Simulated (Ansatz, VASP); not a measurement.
HgTe in VASP and in Ansatz

```xyz
2
Lattice="0.0000 3.1894 3.1894 3.1894 0.0000 3.1894 3.1894 3.1894 0.0000" Properties=species:S:1:pos:R:3 pbc="T T T"
Hg    0.0000    0.0000    0.0000
Te    1.5947    1.5947    1.5947
```

Change from the starting cell: volume scaled by 0.94, PAW files.

Alike in both runs: task single point; functional PBEsol; k mesh 12 × 12 × 12; occupations fermi-dirac, width 0.05 eV; no spin polarisation.

```csv
,VASP,Ansatz
version,VASP 6.6.1,Ansatz 0.2.0
potentials or method,"VASP PAW PBE potentials, release 64 (Hg, Te)","PAW with Ansatz's default frozen-core files, scalar-relativistic"
plane-wave cutoff (eV),520,420
valence electrons in the cell,18,36
```

|  | VASP | Ansatz | Ansatz less VASP |
| --- | --- | --- | --- |
| pressure (GPa) | 3.1 | 3.0 | -0.14 |

The two sets of potentials don't hold the same shells in valence.

Caveats: the PAW data sets were made with another functional, which shifts forces and pressure a little (VASP). Spin-orbit coupling is left out, which matters for the levels of Hg, Te.
